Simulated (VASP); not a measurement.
Wanted: the native input for a VASP 6.6.1 run.

```
Task                   : electrostatic potential
Functional             : PBE
Dispersion             : D4
Potentials or basis    : VASP PAW PBE potentials, release 64 (Ca_sv, S)
Cutoff                 : 550 eV
k mesh                 : 8 × 8 × 8
Occupations            : gaussian, width 0.02 eV
Spin                   : no spin polarisation
Further INCAR settings : ALGO = Normal; EDIFF = 1e-06
```

The structure of CaS lies in POSCAR:

```
CaS                                     
1.0
    0.0000000000      2.8313259857      2.8313259857
    2.8313259857      0.0000000000      2.8313259857
    2.8313259857      2.8313259857      0.0000000000
  Ca              S             
     1     1
Direct
     0.0000000000000000    0.0000000000000000    0.0000000000000000
     0.5000000000000000    0.5000000000000000    0.5000000000000000
```

The cell was built by a generator and needn't be a form met in nature.

These files were run (other wordings do the same):

INCAR

```
SYSTEM = CaS
ALGO = Normal ; EDIFF = 1E-6
ENCUT = 550 ; GGA = PE
ISIF = 2 ; ISMEAR = 0
IVDW = 13 ; KPAR = 4
LASPH = .TRUE. ; LCHARG = .TRUE.
LREAL = .FALSE. ; LVHAR = .TRUE.
LWAVE = .FALSE. ; NELM = 80
PREC = Accurate ; SIGMA = 0.02
```

KPOINTS

```
k-points
0
G
  8 8 8
  0 0 0
```

Potentials or basis: VASP PAW PBE potentials, release 64 (Ca_sv, S).

Launch:

```sh
$ cat potpaw_PBE.64/Ca_sv/POTCAR potpaw_PBE.64/S/POTCAR > POTCAR
$ mpirun -np 4 vasp_std > vasp.out
```

It gave:

- Pressure: 0.0 GPa
- Band gap on the k mesh: 2.32 eV, indirect (least direct gap 3.14 eV)
- Dispersion energy per atom: -0.227 eV

Wall time 7.9 s on 4 MPI ranks on Intel(R) Xeon(R) Platinum 8559C (Emerald Rapids), on a shared host, peak memory 0.17 GiB a rank.
